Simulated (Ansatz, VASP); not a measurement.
**One calculation of MgO, two programs**

```
Mg O
1.0
     0.00000    2.13515    2.13515
     2.13515    0.00000    2.13515
     2.13515    2.13515    0.00000
Mg O
1 1
Direct
  0.00000 0.00000 0.00000
  0.52342 0.52342 0.47658
```

Change from the starting cell: all O atoms moved -0.100 Å, as atom 2 towards its neighbour atom 1 (Mg) at 2.135 Å.

Alike in both runs: task single point; functional r2SCAN; k mesh 10 × 10 × 10; occupations gaussian, width 0.05 eV; no spin polarisation.

|  | VASP | Ansatz |
| --- | --- | --- |
| version | VASP 6.6.1 | Ansatz 0.2.0 |
| potentials or method | VASP PAW PBE potentials, release 64 (Mg, O) | scalar-relativistic, plane waves, PAW |
| plane-wave cutoff (eV) | 520 | 500 |
| valence electrons in the cell | 8 | 16 |

```csv
,VASP,Ansatz,Ansatz less VASP
gap on the k mesh at the Fermi level (eV),5.19,5.22,+0.025
least direct gap on the mesh (eV),5.19,5.22,+0.025
pressure (GPa),-7.3,-6.2,+1.10
largest component of the traceless stress (GPa),2.09,2.06,-0.036
rms of the force components (eV/Å),0.279,0.278,-0.0010
```

Atom by atom the forces differ by 0.001 eV/Å (rms over components). With one functional, cell and mesh, what is left measures potentials, basis and numerics. The two sets of potentials don't hold the same shells in valence.

Caveats: the PAW data sets were made with another functional, which shifts forces and pressure a little (VASP).
